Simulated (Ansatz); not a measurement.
Sn:

```
Sn
1.0
    -2.94014    2.94014    1.59930
     2.94014   -2.94014    1.59930
     2.94014    2.94014   -1.59930
Sn
2
Direct
  0.00000 0.00000 0.00000
  0.75000 0.25000 0.50000
```

Base run:

```yaml
Program: Ansatz 0.2.0
Functional: revPBE
Potentials_or_basis: Ansatz PAW
Cutoff: "420 eV (not typed: the program's choice for these potentials)"
k_mesh: 9 × 9 × 9
Occupations: fermi-dirac, width 0.05 eV
Spin: no spin polarisation
```

Its results: band gap on the k mesh none (metal or under the smearing width); pressure 2.5 GPa.

Q: The run is repeated on the same cell with these changes: functional from revPBE to r2SCAN; cutoff from 420 eV (not typed: the program's choice for these potentials) to 500 eV (not typed: the program's choice for these potentials). What comes out?

A: Band gap on the k mesh none (metal or under the smearing width); pressure -0.1 GPa.

Caveats: spin-orbit coupling is left out, which moves the levels of the heavy elements; the PAW data sets come from PBE, with cores solved anew for the run's functional, which leaves a small shift of forces and pressure.
